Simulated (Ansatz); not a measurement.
Crystal: Si2W.

```
CELL_PARAMETERS angstrom
-1.60690 1.60690 3.91495
1.60690 -1.60690 3.91495
1.60690 1.60690 -3.91495
ATOMIC_POSITIONS crystal
W 0.00000 0.00000 0.00000
Si 0.66530 0.66530 0.00000
Si 0.33470 0.33470 0.00000
```

| Property | Result |
| --- | --- |
| Program | Ansatz 0.2.0 |
| Task | relaxation of cell and atoms |
| Functional | revPBE |
| Dispersion | D3(BJ) |
| Potentials or basis | Ansatz PAW |
| Cutoff | 420 eV (not typed: the program's choice for these potentials) |
| k mesh | 12 × 12 × 12 |
| Occupations | fermi-dirac, width 0.05 eV |
| Spin | no spin polarisation |

At the start: volume 13.48 Å³/atom.

Question: Where does the relaxation end?

Answer: It ends after 6 steps and the volume is 13.00 Å³/atom (-3.6 %); space group I4/mmm (No. 139, to 0.05 Å).

The path:
| step | energy change (eV) | largest force (eV/Å) | volume (Å³) |
| --- | --- | --- | --- |
| 1 | 0.0000 | 0.0732 | 40.44 |
| 2 | -0.0313 | 0.1179 | 38.46 |
| 3 | -0.0385 | 0.0319 | 39.03 |
| 4 | -0.0386 | 0.0101 | 39.01 |
| 5 | -0.0386 | 0.0008 | 39.00 |
| 6 | -0.0382 | 0.0009 | 39.00 |

Final structure:
```
W Si
1.0
    -1.58511    1.58511    3.88041
     1.58511   -1.58511    3.88041
     1.58511    1.58511   -3.88041
W Si
1 2
Direct
  0.00000 0.00000 0.00000
  0.66628 0.66628 0.00000
  0.33372 0.33372 0.00000
```

Caveat: the plane-wave basis is chosen anew once the cell has moved, so the energies of steps on either side of that aren't comparable; the PAW data sets come from PBE, with cores solved anew for the run's functional, which leaves a small shift of forces and pressure.
